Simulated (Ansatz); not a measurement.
The parent structure is KF in the rock salt structure (space group Fm-3m, No. 225; a = 5.4208 Å).

(Cell as relaxed with PBE.)

Levels (all Ansatz, an electronic-structure program, PAW): PBE (420 eV, no SOC); r2SCAN (500 eV, no spin-orbit coupling).

Each level relaxes its own structure.

```json
[
 {"base": "volume per atom", "PBE": "19.91 Å³", "r2SCAN": "18.80 Å³"},
 {"base": "lattice parameter a", "PBE": "5.421 Å", "r2SCAN": "5.318 Å"},
 {"base": "band gap", "PBE": "5.96 eV", "r2SCAN": "6.91 eV"}
]
```

Modification: a hydrostatic pressure of 2.1 GPa.

```json
[
 {"quantity": "shift of the gap caused by the change", "PBE": "+0.32 eV", "r2SCAN": "+0.29 eV"},
 {"quantity": "lattice parameter a", "PBE": "5.310 Å", "r2SCAN": "5.226 Å"},
 {"quantity": "band gap", "PBE": "6.28 eV", "r2SCAN": "7.20 eV"}
]
```

PBE's shift of the gap caused by the change lies 0.03 eV above r2SCAN's; PBE's lattice parameter a lies 0.0833 Å above r2SCAN's (1.6 %); PBE's band gap lies 0.92 eV below r2SCAN's. Neither level is exact; r2SCAN is the comparison here, not a measurement.

Load acts through the strain it causes; cell and atoms are relaxed under it. Whether these cells are dynamically stable was not tested.
